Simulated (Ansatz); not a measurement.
Stability checks on a candidate for LiF

It was reached by relaxing an invented guess, and it needn't be the stable form of this composition.

The calculation used DFT PBE, scalar-relativistic, plane waves, PAW in Ansatz. Cutoff 420 eV, Γ-centred 4×6×6 mesh (12-atom cell), Gaussian smearing of 0.02 eV, no spin polarisation.

```
Li F
1.0
     5.59288    0.00000    0.00000
     0.00000    4.86491    2.42303
     0.00000   -4.86491    2.42303
Li F
6 6
Direct
  0.33910 0.39834 0.21112
  0.66090 0.21112 0.39834
  0.33910 0.71112 0.89834
  0.66090 0.89834 0.71112
  0.84262 0.55503 0.05503
  0.15738 0.05503 0.55503
  0.67392 0.28917 0.10091
  0.32608 0.10091 0.28917
  0.67392 0.60091 0.78917
  0.32608 0.78917 0.60091
  0.16701 0.44543 0.94543
  0.83299 0.94543 0.44543
```

Formation energies are uncorrected and refer to the elements' standard structures at the same level (F₂ as a molecule).

**Question.** These tests were run: energy against the elements; random kick, then relaxation without symmetry; phonons on a 1×2×2 q mesh. What do they show?

**Answer.**

```json
{"test": "energy against the elements", "result": "−2.925 eV/atom"}
{"test": "random kick, then relaxation without symmetry", "result": "returns"}
{"test": "phonons on a 1×2×2 q mesh", "result": "no imaginary mode on the mesh"}
```

It fails none of these tests. Other phases of the system weren't compared here, so this isn't yet thermodynamic stability.

The kick test ran on a coarse mesh. The run for the phonons used a 4×6×6 k mesh. Another cell of LiF relaxed alike, in Fm-3m, lies 20 meV/atom lower, so this cell isn't the stable form at this level.
